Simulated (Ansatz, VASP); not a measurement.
BAs in VASP and in Ansatz

INCAR

```
SYSTEM = BAs
PREC = Accurate
ENCUT = 520
EDIFF = 1E-7
ISMEAR = 0
SIGMA = 0.024
LREAL = .False.
LASPH = .True.
NELM = 60
ALGO = Fast
ISIF = 2
LWAVE = .False.
LCHARG = .True.
GGA = PE
LELF = .True.
LVHAR = .True.
NBANDS = 11
```

Contents of KPOINTS:

```
regular mesh
0
Gamma
  10 10 10
  0 0 0
```

File POSCAR:

```
BAs
1.0
    0.0000000000      2.3885000000      2.3885000000
    2.3885000000      0.0000000000      2.3885000000
    2.3885000000      2.3885000000      0.0000000000
As B
1 1
Direct
    0.7500000000      0.7500000000      0.7500000000
    0.0000000000      0.0000000000      0.0000000000
```

File input.yaml:

```yaml
crystal:
  lattice:
    - [0.0, 2.3885, 2.3885]
    - [2.3885, 0.0, 2.3885]
    - [2.3885, 2.3885, 0.0]
  atoms:
    - { symbol: As, position: [0.75, 0.75, 0.75] }
    - { symbol: B, position: [0.0, 0.0, 0.0] }
hamiltonian:
  xc: pbe
  pseudopotentials: { kind: paw }
kpoints:
  mp_grid: { grid: [10, 10, 10] }
scf:
  occupations: { method: gaussian, width: 0.024 }
output:
  forces: true
  stress: true
  eigenvalues: true
```

Alike in both runs: task single point; functional PBE; k mesh 10 × 10 × 10; occupations gaussian, width 0.024 eV; no spin polarisation.

|  | VASP | Ansatz |
| --- | --- | --- |
| version | VASP 6.6.1 | Ansatz 0.2.0 |
| potentials or method | VASP PAW PBE potentials, release 64 (As, B) | Ansatz PAW |
| plane-wave cutoff (eV) | 520 | 420 |
| valence electrons in the cell | 8 | 18 |

```tsv
	VASP	Ansatz	Ansatz less VASP
gap on the k mesh at the Fermi level (eV)	1.18	1.18	+0.009
least direct gap on the mesh (eV)	3.28	3.28	+0.004
pressure (GPa)	3.4	2.8	-0.66
```

With one functional, cell and mesh, what is left measures potentials, basis and numerics. The two sets of potentials don't hold the same shells in valence.

A k mesh can miss the band edges. Expect the measured gap to be larger: semilocal functionals such as PBE lack the derivative discontinuity.
